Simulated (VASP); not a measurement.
# Ge (Fd-3m) in VASP: notebook, part 2 of 2

VASP 6.6.1. The steps go on from the part before.

**4. Band structure, TB-mBJ, non-collinear spin, zero start, spin-orbit coupling**

POSCAR reads:

```
Ge
1.0
    0.0000000000      2.8287500000      2.8287500000
    2.8287500000      0.0000000000      2.8287500000
    2.8287500000      2.8287500000      0.0000000000
Ge
2
Direct
    0.0000000000      0.0000000000      0.0000000000
    0.2500000000      0.2500000000      0.2500000000
```

INCAR.step1 reads:

```
SYSTEM = Ge
PREC = Accurate ; ENCUT = 520
EDIFF = 1E-5 ; ISMEAR = -1
SIGMA = 0.05 ; LREAL = .FALSE.
LASPH = .TRUE. ; NELM = 80
ALGO = Normal ; ISIF = 2
LWAVE = .TRUE. ; LCHARG = .FALSE.
LNONCOLLINEAR = .TRUE. ; MAGMOM = 0 0 0 0 0 0
LORBIT = 11 ; LSORBIT = .TRUE.
GGA_COMPAT = .FALSE. ; NBANDS = 40
GGA = PE
```

INCAR.step2 reads:

```
SYSTEM = Ge
PREC = Accurate ; ENCUT = 520
EDIFF = 1E-7 ; ISMEAR = -1
SIGMA = 0.05 ; LREAL = .FALSE.
LASPH = .TRUE. ; NELM = 80
ALGO = Normal ; ISIF = 2
LWAVE = .FALSE. ; LCHARG = .FALSE.
LNONCOLLINEAR = .TRUE. ; MAGMOM = 0 0 0 0 0 0
LORBIT = 11 ; LSORBIT = .TRUE.
GGA_COMPAT = .FALSE. ; METAGGA = MBJ
NBANDS = 40 ; ISTART = 1
```

KPOINTS reads:

```
regular mesh
0
G
  10 10 10
  0 0 0
```

KPOINTS_OPT reads:

```
explicit points
35
Reciprocal
 0.0000000000  0.0000000000  0.0000000000 1
 0.0250000000  0.0250000000  0.0250000000 1
 0.0500000000  0.0500000000  0.0500000000 1
 0.0750000000  0.0750000000  0.0750000000 1
 0.1000000000  0.1000000000  0.1000000000 1
 0.1250000000  0.1250000000  0.1250000000 1
 0.1500000000  0.1500000000  0.1500000000 1
 0.1750000000  0.1750000000  0.1750000000 1
 0.2000000000  0.2000000000  0.2000000000 1
 0.2250000000  0.2250000000  0.2250000000 1
 0.2500000000  0.2500000000  0.2500000000 1
 0.2750000000  0.2750000000  0.2750000000 1
 0.3000000000  0.3000000000  0.3000000000 1
 0.3250000000  0.3250000000  0.3250000000 1
 0.3500000000  0.3500000000  0.3500000000 1
 0.3750000000  0.3750000000  0.3750000000 1
 0.4000000000  0.4000000000  0.4000000000 1
 0.4250000000  0.4250000000  0.4250000000 1
 0.4500000000  0.4500000000  0.4500000000 1
 0.4750000000  0.4750000000  0.4750000000 1
 0.5000000000  0.5000000000  0.5000000000 1
 0.0500000000  0.0500000000  0.0000000000 1
 0.1000000000  0.1000000000  0.0000000000 1
 0.1500000000  0.1500000000  0.0000000000 1
 0.2000000000  0.2000000000  0.0000000000 1
 0.2500000000  0.2500000000  0.0000000000 1
 0.3000000000  0.3000000000  0.0000000000 1
 0.3500000000  0.3500000000  0.0000000000 1
 0.4000000000  0.4000000000  0.0000000000 1
 0.4500000000  0.4500000000  0.0000000000 1
 0.5000000000  0.5000000000  0.0000000000 1
 0.3750000000  0.3750000000  0.7500000000 1
 0.2500000000  0.2500000000  0.5000000000 1
 0.2500000000  0.5000000000  0.5000000000 1
 0.2000000000  0.4500000000  0.4500000000 1
```

Potentials or basis: VASP PAW PBE potentials, release 64 (Ge_d).

Launch:

```bash
cat potpaw_PBE.64/Ge_d/POTCAR > POTCAR
cp INCAR.step1 INCAR
mpirun -np 1 vasp_ncl > vasp.out
cp INCAR.step2 INCAR
mpirun -np 1 vasp_ncl > vasp.out
```

OUTCAR:

```text
SYSTEM = Ge
   PREC = Accurate
   ENCUT = 520
   EDIFF = 1E-7
   ISMEAR = -1
   LREAL = .FALSE.
   LASPH = .TRUE.
   NELM = 80
   ISIF = 2
   LNONCOLLINEAR = .TRUE.
   LORBIT = 11
   LSORBIT = .TRUE.
   METAGGA = MBJ
   ISTART = 1

 ion  position               nearest neighbor table
   1  0.000  0.000  0.000-   2 2.45   2 2.45   2 2.45   2 2.45
   2  0.250  0.250  0.250-   1 2.45   1 2.45   1 2.45   1 2.45

  LATTYP: Found a face centered cubic cell.
 ALAT       =     5.6575000000

  Lattice vectors:

 A1 = (   0.0000000000,   2.8287500000,   2.8287500000)
 A2 = (   2.8287500000,   0.0000000000,   2.8287500000)
 A3 = (   2.8287500000,   2.8287500000,   0.0000000000)

Analysis of symmetry for initial positions (statically):
=====================================================================
 Subroutine PRICEL returns:
 Original cell was already a primitive cell.

 Routine SETGRP: Setting up the symmetry group for a
 face centered cubic supercell.

 Subroutine GETGRP returns: Found 48 space group operations
 (whereof 24 operations were pure point group operations)
 out of a pool of 48 trial point group operations.

[... 1274 lines left out ...]
     0.0000000     0.0000000     0.0000000     0.0000000     0.0000000     0.0000000     0.0000000
     0.0000000     0.0000000     0.0000000     0.0000000     0.0000000     0.0000000     0.0000000
     0.0000000     0.0000000     0.0000000     0.0000000     0.0000000     0.0000000     0.0000000
     0.0000000     0.0000000     0.0000000     0.0000000     0.0000000     0.0000000     0.0000000
     0.0000000     0.0000000     0.0000000     0.0000000     0.0000000     0.0000000     0.0000000

 Ion:    2  E_soc:     -0.0170458
 l=   1
     0.0000000    -0.0019334    -0.0019334
    -0.0019334     0.0000000    -0.0019334
    -0.0019334    -0.0019334     0.0000000
 l=   2
     0.0000000    -0.0001825     0.0000000    -0.0001825    -0.0007251
    -0.0001825     0.0000000    -0.0005438    -0.0001825    -0.0001813
     0.0000000    -0.0005438     0.0000000    -0.0005438     0.0000000
    -0.0001825    -0.0001825    -0.0005438     0.0000000    -0.0001813
    -0.0007251    -0.0001813     0.0000000    -0.0001813     0.0000000
 l=   3
     0.0000000     0.0000000     0.0000000     0.0000000     0.0000000     0.0000000     0.0000000
     0.0000000     0.0000000     0.0000000     0.0000000     0.0000000     0.0000000     0.0000000
     0.0000000     0.0000000     0.0000000     0.0000000     0.0000000     0.0000000     0.0000000
     0.0000000     0.0000000     0.0000000     0.0000000     0.0000000     0.0000000     0.0000000
     0.0000000     0.0000000     0.0000000     0.0000000     0.0000000     0.0000000     0.0000000
     0.0000000     0.0000000     0.0000000     0.0000000     0.0000000     0.0000000     0.0000000
     0.0000000     0.0000000     0.0000000     0.0000000     0.0000000     0.0000000     0.0000000

 total charge

# of ion       s       p       d       tot
------------------------------------------
    1        0.997   1.254  10.022  12.273
    2        0.997   1.254  10.022  12.273
--------------------------------------------------
tot          1.995   2.507  20.043  24.545

 magnetization (x)

# of ion       s       p       d       tot
------------------------------------------
    1       -0.000  -0.000   0.000  -0.000
    2        0.000  -0.000  -0.000  -0.000
--------------------------------------------------
tot         -0.000  -0.000  -0.000  -0.000

 magnetization (y)

# of ion       s       p       d       tot
------------------------------------------
    1        0.000   0.000  -0.000  -0.000
    2        0.000   0.000  -0.000  -0.000
--------------------------------------------------
tot          0.000   0.000  -0.000  -0.000

 magnetization (z)

# of ion       s       p       d       tot
------------------------------------------
    1        0.000  -0.000   0.000   0.000
    2        0.000  -0.000   0.000   0.000
--------------------------------------------------
tot          0.000  -0.000   0.000   0.000
```

Run time: 8 min. Hardware: 1 thread of AMD EPYC 9R45 (Zen 5), shared host; peak memory 0.39 GiB.

What came out:

```
Net moment                                            : 0.00 μB per cell
Valence electrons inside the program's atomic spheres : Ge 12.27
```

Moments on the atoms (μB; x, y, z):
```
Ge  0.00 0.00 0.00
Ge  0.00 0.00 0.00
```

Caveat: the PAW data sets were made with another functional, which shifts forces and pressure a little.

**5. The runs side by side**

```csv
level,pressure (GPa),moment (μB)
r2SCAN,0.7,0.00
PBE,3.6,0.00
TB-mBJ,-,0.00
```

Alike in all rows: task band structure; potentials or basis VASP PAW PBE potentials, release 64 (Ge_d); spin non-collinear, zero start, SOC; cell as given; k mesh 10 × 10 × 10; cutoff (eV) 520; smearing fermi-dirac 0.05 eV.

Caveats: the PAW data sets were made with another functional, which shifts forces and pressure a little (some runs).

Total energies depend on the potentials used, so only differences within one code and one set of settings carry meaning.
